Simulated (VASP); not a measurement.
# Si (P6/mmm) in VASP: further runs

One crystal, Si, is run at these levels: PBE+TS-HI, RPBE+D4, PBE+D3, PBE; tasks: optical spectrum, density of states, Wannier functions by SCDM.

Program: VASP 6.6.1. These are calculated values, not measurements. Logs are shortened: lines on timing, memory, paths and dates and some standing lists are left out, and cuts for length are marked.

**1. The crystal as given**

Symmetry: P6/mmm, No. 191, hexagonal system. Conventional cell: a = 2.621 Å, b = 2.621 Å, c = 2.466 Å, α = 90.00°, β = 90.00°, γ = 120.00°. Around Si (site symmetry 6/mmm) lie 8 Si at 2.47 to 2.62 Å.

This isn't the form of Si at room conditions, which is diamond.

**2. Optical spectrum, PBE+TS-HI (cell strained at random at fixed volume)**

Contents of INCAR:

```
SYSTEM = Si
PREC = Accurate
ENCUT = 520
EDIFF = 1E-6
ISMEAR = -1
SIGMA = 0.02
LREAL = .False.
LASPH = .True.
NELM = 60
ALGO = Fast
ISIF = 2
LWAVE = .False.
LCHARG = .False.
GGA = PE
IVDW = 21
LOPTICS = .True.
NBANDS = 50
NEDOS = 1000
CSHIFT = 0.05
```

Contents of KPOINTS:

```
regular mesh
0
Gamma
  12 12 11
  0 0 0
```

Contents of POSCAR:

```
Si
1.0
    2.6093660000     -0.0052060000     -0.0918910000
   -1.3091920000      2.3179010000      0.0382680000
   -0.0864850000     -0.0083430000      2.4309610000
Si
1
Direct
    0.0000000000      0.0000000000      0.0000000000
```

Potentials or basis: VASP PAW PBE potentials, release 64 (Si).

On the command line:

```console
$ cat potpaw_PBE.64/Si/POTCAR > POTCAR
$ mpirun -np 1 vasp_std > vasp.out
```

OUTCAR:

```text
SYSTEM = Si
   PREC = Accurate
   ENCUT = 520
   EDIFF = 1E-6
   ISMEAR = -1
   LREAL = .False.
   LASPH = .True.
   NELM = 60
   ISIF = 2
   GGA = PE
   IVDW = 21
  IVDW =  21

 ion  position               nearest neighbor table
   1  0.000  0.000  0.000-

  LATTYP: Found a triclinic cell.
 ALAT       =     3.6719474714
 B/A-ratio  =     1.0055178274
 C/A-ratio  =     1.2610829201
 COS(alpha) =     0.0016934526
 COS(beta)  =     0.6336036048
 COS(gamma) =     0.7386076941

  Lattice vectors:

 A1 = (  -1.3866590000,  -2.3210380000,   2.4845840000)
 A2 = (  -2.6958510000,  -0.0031370000,   2.5228520000)
 A3 = (   0.0090180000,  -4.6305960000,   0.0153550000)

Analysis of symmetry for initial positions (statically):
=====================================================================
 Subroutine PRICEL returns:
 Original cell was already a primitive cell.

 Routine SETGRP: Setting up the symmetry group for a
 triclinic supercell.

 Subroutine GETGRP returns: Found  2 space group operations
 (whereof  2 operations were pure point group operations)
 out of a pool of  2 trial point group operations.

The static configuration has the point symmetry S_2 .

Analysis of symmetry for dynamics (positions and initial velocities):
=====================================================================
 Subroutine PRICEL returns:
[... 590 lines left out ...]
  --------------------------------------------------------------------------------------
  -------------------------------------------------------------------------------------
  Total      -0.36225    -0.44515     0.33535    -0.02214     0.04601     0.46340
  in kB     -39.56853   -48.62406    36.63060    -2.41852     5.02514    50.61688
  external pressure =      -17.19 kB  Pullay stress =        0.00 kB

 VOLUME and BASIS-vectors are now :
 -----------------------------------------------------------------------------
  energy-cutoff  :      520.00
  volume of cell :       14.67
      direct lattice vectors                 reciprocal lattice vectors
     2.609366000 -0.005206000 -0.091891000     0.384174811  0.216750884  0.014411466
    -1.309192000  2.317901000  0.038268000     0.000915074  0.431916650  0.001514883
    -0.086485000 -0.008343000  2.430961000     0.014507509  0.001394045  0.411880862

 POSITION                                       TOTAL-FORCE (eV/Angst)
 -----------------------------------------------------------------------------------
      0.00000      0.00000      0.00000         0.000000     -0.000000      0.000000
 -----------------------------------------------------------------------------------
    total drift:                                0.000000      0.000000      0.000000

  FREE ENERGIE OF THE ION-ELECTRON SYSTEM (eV)
  ---------------------------------------------------
  free  energy   TOTEN  =        -5.4348253135 eV

  energy  without entropy=       -5.4343383623  energy(sigma->0) =       -5.43458184

 electrical conductivity sigma (Mega S m-1) (frequency dependency in vasprun.xml)
  --------------------------------------------------------------------------------------
       0.345       0.169       0.060
       0.169       0.437       0.011
       0.060       0.011       0.202

  frequency dependent IMAGINARY DIELECTRIC FUNCTION (independent particle, no local field effects) density-density
     E(ev)      X         Y         Z        XY        YZ        ZX
  --------------------------------------------------------------------------------------------------------------
     0.00000    -0.00000    -0.00000    -0.00000    -0.00000     0.00000     0.00000
     1.57703    24.09373    22.22249     8.13222    -1.13609     6.35430     2.34735
     3.15407    23.73401    22.14275    33.14324    -0.28939     0.98882    -9.57478
     4.73110     2.77424     4.43830     6.35788    -0.33189    -0.41634     1.46506
     6.30813     1.91284     2.21538     4.05967    -0.01269     0.19423     0.89689
     7.88517     0.71399     0.59708     1.37051    -0.05658     0.10959     0.19997
[... 92 lines left out ...]
   154.54930     0.00000     0.00000     0.00000     0.00000     0.00000     0.00000
   156.12634     0.00000     0.00000     0.00000     0.00000     0.00000     0.00000

  frequency dependent      REAL DIELECTRIC FUNCTION (independent particle, no local field effects) density-density
     E(ev)        X           Y           Z          XY          YZ          ZX
  --------------------------------------------------------------------------------------------------------------
     0.00000    21.56840    25.56497    24.29405    -0.07512     0.07407     0.28490
     1.57703    20.25520    33.00548    37.24547    -0.22965    -1.88815    -6.90335
     3.15407    -6.65479   -15.96959    -7.71951     0.53321     1.10959     1.85438
     4.73110    -5.31716    -6.44863    -8.61206     0.01472    -0.38371    -1.46629
     6.30813    -3.49529    -3.58324    -5.44079    -0.01785     0.06148    -0.03700
     7.88517    -1.49517    -1.72805    -3.09552     0.03057    -0.01277    -0.22994
[... 92 lines left out ...]
   154.54930     0.99278     0.99220     0.98950     0.00005     0.00004     0.00022
   156.12634     0.99293     0.99236     0.98972     0.00005     0.00003     0.00021

  frequency dependent IMAGINARY DIELECTRIC FUNCTION (independent particle, no local field effects) current-current
     E(ev)      X         Y         Z        XY        YZ        ZX
  --------------------------------------------------------------------------------------------------------------
     0.00000     0.00000     0.00000     0.00000     0.01055     0.11213     0.27407
     1.57703    24.05560    23.18389     8.55470    -1.02801     5.70732     1.65968
     3.15407    23.52061    22.08300    32.96481    -0.21211     0.98615    -9.94570
     4.73110     2.76431     4.45029     6.33266    -0.28862    -0.37767     1.66245
     6.30813     1.90823     2.21794     4.03710     0.00386     0.18991     0.93320
     7.88517     0.71535     0.59792     1.37256    -0.05925     0.08210     0.23866
[... 92 lines left out ...]
   154.54930     0.00000     0.00000     0.00000    -0.00000    -0.00000    -0.00000
   156.12634     0.00000     0.00000     0.00000    -0.00000    -0.00000    -0.00000

  frequency dependent      REAL DIELECTRIC FUNCTION (independent particle, no local field effects) current-current
     E(ev)        X           Y           Z          XY          YZ          ZX
  --------------------------------------------------------------------------------------------------------------
     0.00000    21.74966    26.01407    24.49775     0.00344     0.15933     0.36250
     1.57703    18.37311    31.13338    36.66953    -0.19841    -2.19662    -7.02786
     3.15407    -7.55027   -16.88921    -9.07406     0.53024     1.08048     2.23365
     4.73110    -5.39763    -6.60083    -8.80474     0.01879    -0.38102    -1.50344
     6.30813    -3.53917    -3.64479    -5.53974    -0.02273     0.05076    -0.05588
     7.88517    -1.50541    -1.74837    -3.12150     0.02929    -0.01552    -0.23287
[... 92 lines left out ...]
   154.54930     0.99278     0.99217     0.98950     0.00004     0.00003     0.00022
   156.12634     0.99293     0.99234     0.98971     0.00004     0.00003     0.00021
```

OSZICAR:

```text
N       E                     dE             d eps       ncg     rms          rms(c)
DAV:   1     0.818947025978E+01    0.81895E+01   -0.13722E+03 79636   0.611E+01
DAV:   2    -0.492307501969E+01   -0.13113E+02   -0.12487E+02 99020   0.222E+01
DAV:   3    -0.510260035860E+01   -0.17953E+00   -0.17844E+00 96392   0.230E+00
DAV:   4    -0.510265526944E+01   -0.54911E-04   -0.54905E-04 92468   0.351E-02
DAV:   5    -0.510265527376E+01   -0.43186E-08   -0.45880E-08 95438   0.367E-04    0.301E+00
RMM:   6    -0.509608578226E+01    0.65695E-02   -0.18702E-04 81973   0.225E-02    0.173E+00
RMM:   7    -0.509229325560E+01    0.37925E-02   -0.51030E-04 86974   0.370E-02    0.143E-01
RMM:   8    -0.509226113931E+01    0.32116E-04   -0.14725E-05 93650   0.644E-03    0.156E-02
RMM:   9    -0.509225853798E+01    0.26013E-05   -0.34927E-07 96136   0.102E-03    0.160E-02
RMM:  10    -0.509225789609E+01    0.64189E-06   -0.24803E-08 83255   0.264E-04
   1 F= -.54348253E+01 E0= -.54345818E+01  d E =-.486951E-03
 imaginary and real dielectric function
```

Wall time 4.3 min (1 thread of AMD EPYC 7R13 (Zen 3), shared host); peak memory 0.45 GiB.

Results:

| Property | Result |
| --- | --- |
| Free energy | -5.4348 eV |
| Pressure | -1.7 GPa |
| Band gap on the k mesh | none (metal or under the smearing width) |
| Dispersion energy per atom | -0.343 eV |

Dielectric function (mean over the directions given):
```
energy (eV)  real part  imaginary part
       0.32      24.51            0.00
       0.95      32.79            9.00
       1.58      30.17           18.15
       2.21      13.53          103.17
       3.00      -5.89           23.02
       3.63      -7.00           14.25
       4.26      -7.36            8.85
       4.89      -5.99            6.01
       5.68      -4.32            3.47
       6.31      -4.17            2.73
       6.94      -3.28            1.45
       7.73      -2.19            1.30
       8.36      -1.93            0.86
       8.99      -1.44            0.57
       9.62      -1.15            0.46
      10.41      -0.81            0.39
      11.04      -0.57            0.34
      11.67      -0.41            0.35
      12.30      -0.29            0.19
      13.09      -0.15            0.18
      13.72      -0.02            0.18
      14.35       0.05            0.13
      15.14       0.16            0.13
      15.77       0.24            0.09
      16.40       0.30            0.06
      17.03       0.35            0.07
      17.82       0.41            0.07
      18.45       0.44            0.07
      19.08       0.48            0.05
      19.87       0.52            0.04
```

Caveat: spectra need much finer meshes, so this one isn't converged; independent-particle spectra lack excitons; the intraband (Drude) part of a metal's response may be missing; pairwise dispersion overbinds metals, which lowers pressure and volume.

**3. Density of states, RPBE+D4 (cell strained at random at fixed volume)**

Contents of run.py:

```python
from ase.calculators.vasp import Vasp
from ase.dft.dos import DOS
from ase.io import read

atoms = read('Si.cif')
calc = Vasp(
    directory='calc',
    xc='rpbe',
    pp='PBE',
    setups='recommended',
    pp_version='54',
    prec='Accurate',
    encut=520,
    ediff=1e-07,
    ismear=-1,
    sigma=0.05,
    lreal=False,
    lasph=True,
    nelm=60,
    algo='Normal',
    isif=2,
    lwave=False,
    lcharg=False,
    ivdw=13,
    lorbit=10,
    kpts=[11, 12, 11],
    gamma=True,
)
atoms.calc = calc

print('energy (eV):', atoms.get_potential_energy())
print('free energy (eV):', atoms.get_potential_energy(force_consistent=True))
print('forces (eV/A):')
print(atoms.get_forces())
print('stress (eV/A^3, Voigt):', atoms.get_stress())
print('Fermi level (eV):', calc.get_fermi_level())
dos = DOS(calc, width=0.1, window=(-10, 10), npts=301)
print('E - E_F (eV), DOS (1/eV)')
for e, g in zip(dos.get_energies(), dos.get_dos()):
    print(f'{e:8.3f} {g:10.4f}')
```

Contents of Si.cif:

```cif
data_Si
_cell_length_a 2.65190812
_cell_length_b 2.57602732
_cell_length_c 2.48561067
_cell_angle_alpha 91.09088546
_cell_angle_beta 88.66790452
_cell_angle_gamma 120.22087297
_space_group_name_H-M_alt 'P1'
_space_group_name_Hall 'P 1'
_space_group_IT_number 1
loop_
_space_group_symop_operation_xyz
'x,y,z'
loop_
_atom_site_label
_atom_site_type_symbol
_atom_site_symmetry_multiplicity
_atom_site_Wyckoff_symbol
_atom_site_fract_x
_atom_site_fract_y
_atom_site_fract_z
_atom_site_occupancy
Si1 Si 1 a 0.0199370000 0.0080470000 -0.0069810000 1
```

Potentials or basis: VASP PAW PBE potentials, release 54 (Si).

On the command line:

```console
$ python run.py
```

Wall time 37 s (1 thread of AMD EPYC 7R13 (Zen 3), shared host); peak memory 0.14 GiB.

Results (log left out):

```
Free energy                                           : -5.7304 eV
Pressure                                              : -5.1 GPa
Band gap on the k mesh                                : none (metal or under the smearing width)
Valence electrons inside the program's atomic spheres : Si 1.61
Dispersion energy per atom                            : -0.911 eV
```

Stress tensor (GPa, compression positive):
```
-4.95 -0.66 -1.92
-0.66 -3.44  1.05
-1.92  1.05 -6.97
```

Levels at points of the mesh, in eV from the Fermi level:
```csv
k point,band 1,band 2,band 3,band 4,band 5
"(0.00, 0.00, 0.00)",-14.12,7.34,7.72,10.31,11.05
"(0.00, 0.50, 0.00)",-7.19,-6.69,4.73,6.18,12.97
```

States per cell in windows of 0.5 eV (zero at the Fermi level; states under -8 eV left out):
| from (eV) | total | Si1_p | Si1_s | Si1_d |
| --- | --- | --- | --- | --- |
| -8.0 | 0.13 | 0.01 | 0.04 | 0.00 |
| -7.5 | 0.11 | 0.01 | 0.03 | 0.00 |
| -7.0 | 0.17 | 0.03 | 0.04 | 0.00 |
| -6.5 | 0.13 | 0.02 | 0.03 | 0.00 |
| -6.0 | 0.14 | 0.03 | 0.03 | 0.00 |
| -5.5 | 0.21 | 0.05 | 0.03 | 0.00 |
| -5.0 | 0.13 | 0.03 | 0.02 | 0.00 |
| -4.5 | 0.17 | 0.04 | 0.02 | 0.00 |
| -4.0 | 0.23 | 0.06 | 0.03 | 0.00 |
| -3.5 | 0.18 | 0.05 | 0.02 | 0.00 |
| -3.0 | 0.24 | 0.07 | 0.02 | 0.00 |
| -2.5 | 0.20 | 0.06 | 0.02 | 0.00 |
| -2.0 | 0.20 | 0.07 | 0.01 | 0.00 |
| -1.5 | 0.25 | 0.08 | 0.02 | 0.00 |
| -1.0 | 0.18 | 0.05 | 0.02 | 0.00 |
| -0.5 | 0.17 | 0.05 | 0.01 | 0.00 |
| 0.0 | 0.18 | 0.05 | 0.02 | 0.00 |
| 0.5 | 0.18 | 0.05 | 0.02 | 0.00 |
| 1.0 | 0.17 | 0.05 | 0.01 | 0.00 |
| 1.5 | 0.27 | 0.07 | 0.03 | 0.00 |
| 2.0 | 0.16 | 0.04 | 0.01 | 0.00 |
| 2.5 | 0.25 | 0.06 | 0.03 | 0.00 |
| 3.0 | 0.21 | 0.05 | 0.03 | 0.00 |
| 3.5 | 0.22 | 0.05 | 0.02 | 0.00 |
| 4.0 | 0.29 | 0.07 | 0.03 | 0.00 |
| 4.5 | 0.24 | 0.06 | 0.02 | 0.00 |
| 5.0 | 0.21 | 0.05 | 0.02 | 0.00 |
| 5.5 | 0.28 | 0.07 | 0.03 | 0.00 |
| 6.0 | 0.28 | 0.08 | 0.02 | 0.00 |
| 6.5 | 0.27 | 0.08 | 0.02 | 0.00 |
| 7.0 | 0.32 | 0.09 | 0.02 | 0.00 |
| 7.5 | 0.24 | 0.07 | 0.01 | 0.00 |

Caveat: the PAW data sets were made with another functional, which shifts forces and pressure a little; pairwise dispersion overbinds metals, which lowers pressure and volume.

(Continued in part 2 of 3.)
